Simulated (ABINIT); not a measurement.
# Sn (Fd-3m) in ABINIT: convergence with smearing width

Aim: find how far smearing width must go before the results for Sn settle, at PBE. This setting moves, with any that are tied to it; all else stays.

All numbers are computed with ABINIT 10.8.3 (patched build); they aren't measurements. Logs are shortened: lines on timing, memory, paths and dates and some standing lists are left out, and cuts for length are marked. The log counts tension as positive stress, the text compression.

### Step 1. The crystal as given

The structure is cubic, space group Fd-3m (No. 227). Conventional cell: a = 6.467 Å, b = 6.467 Å, c = 6.467 Å, α = 90.00°, β = 90.00°, γ = 90.00°. Around Sn (site symmetry -43m) lie 4 Sn at 2.80 Å.

This isn't the form of Sn at room conditions, which is tetragonal (white tin).

### Step 2. With smearing width 0.272 eV

Contents of run.abi:

```
# Pseudopotentials
pp_dirpath "./"
pseudos "Sn.GGA_PBE-JTH.xml"

# Structure
acell 8.64103205 8.64103205 8.64103205
rprim
     0.0000000000     0.7071067812     0.7071067812
     0.7071067812     0.0000000000     0.7071067812
     0.7071067812     0.7071067812     0.0000000000
ntypat 1
znucl 50
natom 2
typat 1 1
xred
     0.7500000000     0.7500000000     0.7500000000
     0.5000000000     0.5000000000     0.5000000000

# Plane-wave basis
ecut 22.0
pawecutdg 44.0
pawxcdev 0

# k points
kptopt 1
ngkpt 7 7 7
nshiftk 1
shiftk 0.0 0.0 0.0

# Exchange and correlation
ixc 11

# Bands and occupations
nband 18
occopt 3
tsmear 0.00999582

# SCF cycle
nstep 100
tolvrs 1.0e-9

# Output
iomode 3
prtwf 0
prtden 0
prteig 0
prtebands 0
enunit 2
```

Potentials or basis: JTH PAW PBE v2.0.

Launch:

```console
$ abinit run.abi > log 2>&1
```

Run time: 25 s. Hardware: 1 thread of Arm Neoverse V2, shared host; peak memory 0.14 GiB.

It converged, with:

```
Free energy                                           : -3793.9910 eV
Pressure                                              : 4.1 GPa
Band gap on the k mesh                                : none (metal or under the smearing width)
Valence electrons inside the program's atomic spheres : Sn 12.02, 12.01 (radii [1.3287] Å)
```

### Step 3. With smearing width 0.2 eV

run.abi, as its differences from that of step 2:

```diff
@@ -35,3 +35,3 @@
 occopt 3
-tsmear 0.00999582
+tsmear 0.00734986
```

Potentials or basis: JTH PAW PBE v2.0.

Launch:

```console
$ abinit run.abi > log 2>&1
```

It took 25 s on 1 thread of Arm Neoverse V2, shared host; peak memory 0.14 GiB.

Results (log left out):

* Free energy: -3793.9711 eV
* Pressure: 4.0 GPa
* Band gap on the k mesh: none (metal or under the smearing width)
* Valence electrons inside the program's atomic spheres: Sn 12.02, 12.01 (radii [1.3287] Å)

### Step 4. With smearing width 0.136 eV

run.abi, as its differences from that of step 3:

```diff
@@ -35,3 +35,3 @@
 occopt 3
-tsmear 0.00734986
+tsmear 0.00499791
```

Launch:

```console
$ abinit run.abi > log 2>&1
```

It took 25 s on 1 thread of Arm Neoverse V2, shared host; peak memory 0.14 GiB.

It converged, with:

```yaml
Free_energy: -3793.9606 eV
Pressure: 3.9 GPa
Band_gap_on_the_k_mesh: none (metal or under the smearing width)
Valence_electrons_inside_the_program's_atomic_spheres: Sn 12.02, 12.01 (radii [1.3287] Å)
```

### Step 5. With smearing width 0.1 eV

run.abi, as its differences from that of step 4:

```diff
@@ -35,3 +35,3 @@
 occopt 3
-tsmear 0.00499791
+tsmear 0.00367493
```

Launch:

```console
$ abinit run.abi > log 2>&1
```

It took 25 s on 1 thread of Arm Neoverse V2, shared host; peak memory 0.14 GiB.

It converged, with:

```yaml
Free_energy: -3793.9568 eV
Pressure: 3.9 GPa
Band_gap_on_the_k_mesh: none (metal or under the smearing width)
Valence_electrons_inside_the_program's_atomic_spheres: Sn 12.02, 12.01 (radii [1.3287] Å)
```

### Step 6. With smearing width 0.05 eV

run.abi, as its differences from that of step 5:

```diff
@@ -35,3 +35,3 @@
 occopt 3
-tsmear 0.00367493
+tsmear 0.00183747
```

Potentials or basis: JTH PAW PBE v2.0.

Launch:

```console
$ abinit run.abi > log 2>&1
```

It took 25 s on 1 thread of Arm Neoverse V2, shared host; peak memory 0.14 GiB.

The run converged. Its results:

* Free energy: -3793.9539 eV
* Pressure: 3.8 GPa
* Band gap on the k mesh: none (metal or under the smearing width)
* Valence electrons inside the program's atomic spheres: Sn 12.02, 12.01 (radii [1.3287] Å)

### Step 7. With smearing width 0.025 eV

run.abi, as its differences from that of step 6:

```diff
@@ -35,3 +35,3 @@
 occopt 3
-tsmear 0.00183747
+tsmear 0.00091873
```

Launch:

```console
$ abinit run.abi > log 2>&1
```

Run time: 25 s. Hardware: 1 thread of Arm Neoverse V2, shared host; peak memory 0.14 GiB.

Results (log left out):

- Free energy: -3793.9531 eV
- Pressure: 3.8 GPa
- Band gap on the k mesh: none (metal or under the smearing width)
- Valence electrons inside the program's atomic spheres: Sn 12.02, 12.01 (radii [1.3287] Å)

### Step 8. With smearing width 0.01 eV

run.abi, as its differences from that of step 7:

```diff
@@ -35,3 +35,3 @@
 occopt 3
-tsmear 0.00091873
+tsmear 0.00036749
```

Potentials or basis: JTH PAW PBE v2.0.

Launch:

```console
$ abinit run.abi > log 2>&1
```

run.abo:

```text
.Version 10.8.3 of ABINIT
 Symmetries : space group Fd -3 m (#227); Bravais cF (face-center cubic)
================================================================================
 Values of the parameters that define the memory need of the present run
     intxc =       0    ionmov =       0      iscf =      17    lmnmax =      18
     lnmax =       6     mgfft =      40  mpssoang =       3    mqgrid =    3001
     natom =       2  nloc_mem =       2    nspden =       1   nspinor =       1
    nsppol =       1      nsym =      48    n1xccc =       1    ntypat =       1
    occopt =       3   xclevel =       2
       mpw =        2259          nfft =       64000          nkpt =          20
 PAW method is used; the additional fine FFT grid is defined by:
   mgfftf=        54    nfftf =    157464
================================================================================
================================================================================

--------------------------------------------------------------------------------
------------- Echo of variables that govern the present computation ------------
--------------------------------------------------------------------------------
 -outvars: echo values of preprocessed input variables --------
            acell      8.6410320500E+00  8.6410320500E+00  8.6410320500E+00 Bohr
              amu      1.18710000E+02
             ecut      2.20000000E+01 Hartree
           enunit           2
              ixc          11
         kptrlatt        7    0    0      0    7    0      0    0    7
          kptrlen      6.04872244E+01
            natom           2
            nband          18
            ngfft          40      40      40
          ngfftdg          54      54      54
             nkpt          20
            nstep         100
             nsym          48
           ntypat           1
           occopt           3
        pawecutdg      4.40000000E+01 Hartree
         pawxcdev           0
           prtden           0
        prtebands           0
           prteig           0
            prtwf           0
            rprim      0.0000000000E+00  7.0710678120E-01  7.0710678120E-01
                       7.0710678120E-01  0.0000000000E+00  7.0710678120E-01
                       7.0710678120E-01  7.0710678120E-01  0.0000000000E+00
          spgroup         227
           tolvrs      1.00000000E-09
           tsmear      3.67490000E-04 Hartree
            typat      1  1
           useylm           1
           xangst      4.8500141968E+00  4.8500141968E+00  4.8500141968E+00
                       3.2333427979E+00  3.2333427979E+00  3.2333427979E+00
            xcart      9.1651985387E+00  9.1651985387E+00  9.1651985387E+00
                       6.1101323591E+00  6.1101323591E+00  6.1101323591E+00
             xred      7.5000000000E-01  7.5000000000E-01  7.5000000000E-01
                       5.0000000000E-01  5.0000000000E-01  5.0000000000E-01
            znucl       50.00000

================================================================================

 chkinp: Checking input parameters for consistency.

================================================================================
== DATASET  1 ==================================================================

--- !DatasetInfo
iteration_state: {dtset: 1, }
dimensions: {natom: 2, nkpt: 20, mband: 18, nsppol: 1, nspinor: 1, nspden: 1, mpw: 2259, }
cutoff_energies: {ecut:  22.0, pawecutdg:  44.0, }
electrons: {nelect:   2.80000000E+01, charge:   0.00000000E+00, occopt:   3.00000000E+00, tsmear:   3.67490000E-04, }
meta: {optdriver: 0, ionmov: 0, optcell: 0, iscf: 17, paral_kgb: 0, }
...

 Exchange-correlation functional for the present dataset will be:
  GGA: Perdew-Burke-Ernzerhof functional - ixc=11
  J.P.Perdew, K.Burke, M.Ernzerhof, PRL 77, 3865 (1996)

[... 81 lines left out ...]
force_length_stats: {min:   3.84180497E-28, max:   3.84180497E-28, mean:   3.84180497E-28, }
...

 Integrated electronic density in atomic spheres:
 ------------------------------------------------
 Atom  Sphere_radius  Integrated_density
    1        2.51086         12.01995552
    2        2.51086         12.01401777

================================================================================

 ----iterations are completed or convergence reached----

 Mean square residual over all n,k,spin=   14.380E-10; max=  29.735E-08
 reduced coordinates (array xred) for    2 atoms
       0.750000000000      0.750000000000      0.750000000000
       0.500000000000      0.500000000000      0.500000000000
 rms dE/dt=  1.9664E-27; max dE/dt=  2.1541E-27; dE/dt below (all hartree)
    1       0.000000000000     -0.000000000000      0.000000000000
    2       0.000000000000      0.000000000000     -0.000000000000

 cartesian coordinates (angstrom) at end:
    1      4.85001419678185     4.85001419678185     4.85001419678185
    2      3.23334279785457     3.23334279785457     3.23334279785457

 cartesian forces (hartree/bohr) at end:
    1     -0.00000000000000    -0.00000000000000     0.00000000000000
    2      0.00000000000000     0.00000000000000    -0.00000000000000
 frms,max,avg= 2.2180671E-28 2.6441115E-28   0.000E+00  0.000E+00  0.000E+00 h/b

 cartesian forces (eV/Angstrom) at end:
    1     -0.00000000000000    -0.00000000000000     0.00000000000000
    2      0.00000000000000     0.00000000000000    -0.00000000000000
 frms,max,avg= 1.1405760E-26 1.3596568E-26   0.000E+00  0.000E+00  0.000E+00 e/A
 length scales=  8.641032050000  8.641032050000  8.641032050000 bohr
              =  4.572637236440  4.572637236440  4.572637236440 angstroms
 Fermi (or HOMO) energy (hartree) =   0.16647   Average Vxc (hartree)=  -0.32508
 Eigenvalues (hartree) for nkpt=  20  k points:
 kpt#   1, nband= 18, wtk=  0.00292, kpt=  0.0000  0.0000  0.0000 (reduced coord)
  -0.63259   -0.63259   -0.63259   -0.63044   -0.63044   -0.61869   -0.61869   -0.61869
  -0.61841   -0.61841   -0.22731    0.14407    0.16858    0.16858    0.16858    0.24476
   0.24476    0.24476
      occupation numbers for kpt#   1
   2.00000    2.00000    2.00000    2.00000    2.00000    2.00000    2.00000    2.00000
   2.00000    2.00000    2.00000    2.00000    0.00639    0.00639    0.00639    0.00000
   0.00000    0.00000
 prteigrs : prtvol=0 or 1, do not print more k-points.

 Fermi (or HOMO) energy (eV) =   4.52997   Average Vxc (eV)=  -8.84584
 Eigenvalues (   eV  ) for nkpt=  20  k points:
 kpt#   1, nband= 18, wtk=  0.00292, kpt=  0.0000  0.0000  0.0000 (reduced coord)
 -17.21366  -17.21366  -17.21366  -17.15522  -17.15522  -16.83531  -16.83531  -16.83531
 -16.82770  -16.82770   -6.18542    3.92041    4.58740    4.58740    4.58740    6.66023
   6.66023    6.66023
 prteigrs : prtvol=0 or 1, do not print more k-points.

--- !EnergyTerms
iteration_state     : {dtset: 1, }
comment             : Components of total free energy in Hartree
kinetic             :  2.34526778268722E+01
hartree             :  5.81669347095246E+01
xc                  : -1.37390542221287E+01
Ewald energy        : -8.63984898032222E+01
psp_core            :  3.15717990173669E+00
local_psp           : -1.55432656101902E+02
PAW spherical_terms :  3.13682289373466E+01
internal            : -1.39425178751773E+02
'-kT*entropy'       : -9.75571959962072E-06
total_energy        : -1.39425188507493E+02
total_energy_eV     : -3.79395265689610E+03
...

--- !EnergyTermsDC
iteration_state     : {dtset: 1, }
comment             : '"Double-counting" decomposition of free energy'
band_energy         : -1.25670160313043E+01
Ewald energy        : -8.63984898032222E+01
psp_core            :  3.15717990173669E+00
xc_dc               : -6.27836325140973E+01
PAW spherical_terms :  1.91667786199370E+01
internal            : -1.39425179826950E+02
'-kT*entropy'       : -9.75571959962072E-06
total_energy_dc     : -1.39425189582670E+02
total_energy_dc_eV  : -3.79395268615315E+03
...

--- !EnergyTermsWithPAWCore
iteration_state     : {dtset: 1, }
comment             : 'Components of total free energy, including PAW core contributions'
Total energy        : -1.23546747225607E+04
Total energy DC     : -1.23546747236359E+04
Total energy (eV)   : -3.36187825819057E+05
Total energy DC (eV): -3.36187825848314E+05
...

 Cartesian components of stress tensor (hartree/bohr^3)
  sigma(1 1)= -1.30751524E-04  sigma(3 2)=  0.00000000E+00
  sigma(2 2)= -1.30751524E-04  sigma(3 1)=  0.00000000E+00
  sigma(3 3)= -1.30751524E-04  sigma(2 1)=  0.00000000E+00

-Cartesian components of stress tensor (GPa)         [Pressure=  3.8468E+00 GPa]
- sigma(1 1)= -3.84684264E+00  sigma(3 2)=  0.00000000E+00
- sigma(2 2)= -3.84684264E+00  sigma(3 1)=  0.00000000E+00
- sigma(3 3)= -3.84684264E+00  sigma(2 1)=  0.00000000E+00

== END DATASET(S) ==============================================================
================================================================================

 -outvars: echo values of variables after computation  --------
            acell      8.6410320500E+00  8.6410320500E+00  8.6410320500E+00 Bohr
           etotal     -1.3942518958E+02
            fcart     -8.8137050555E-29 -2.6441115166E-28  2.6441115166E-28
                       8.8137050555E-29  2.6441115166E-28 -2.6441115166E-28
            rprim      0.0000000000E+00  7.0710678120E-01  7.0710678120E-01
                       7.0710678120E-01  0.0000000000E+00  7.0710678120E-01
                       7.0710678120E-01  7.0710678120E-01  0.0000000000E+00
           strten     -1.3075152374E-04 -1.3075152374E-04 -1.3075152374E-04
                       0.0000000000E+00  0.0000000000E+00  0.0000000000E+00
           xangst      4.8500141968E+00  4.8500141968E+00  4.8500141968E+00
                       3.2333427979E+00  3.2333427979E+00  3.2333427979E+00
             xred      7.5000000000E-01  7.5000000000E-01  7.5000000000E-01
                       5.0000000000E-01  5.0000000000E-01  5.0000000000E-01
 Calculation completed.
```

Wall time 25 s (1 thread of Arm Neoverse V2, shared host); peak memory 0.14 GiB.

Results:

```yaml
Free_energy: -3793.9527 eV
Pressure: 3.8 GPa
Band_gap_on_the_k_mesh: none (metal or under the smearing width)
Valence_electrons_inside_the_program's_atomic_spheres: Sn 12.02, 12.01 (radii [1.3287] Å)
```

### Step 9. Result

```tsv
smearing width	energy less the tightest run, at zero smearing (meV/atom)	pressure (GPa)	SCF cycles	CPU time (s)	peak memory (GiB)
0.272 eV	5.01	4.10	10	25	0.14
0.2 eV	1.18	4.00	10	25	0.14
0.136 eV	0.17	3.93	10	25	0.14
0.1 eV	0.00	3.89	10	25	0.14
0.05 eV	-0.21	3.84	10	25	0.14
0.025 eV	-0.09	3.84	10	25	0.14
0.01 eV	0.00	3.85	10	25	0.14
```

Against the tightest run, the energy stays within 1 meV/atom from 0.136 eV on; the pressure stays within 0.1 GPa from 0.136 eV on. Narrower smearing needs a denser k mesh, so at a fixed mesh the narrowest width isn't the most accurate. The tightest run that finished is the yardstick and may itself not be fully converged.
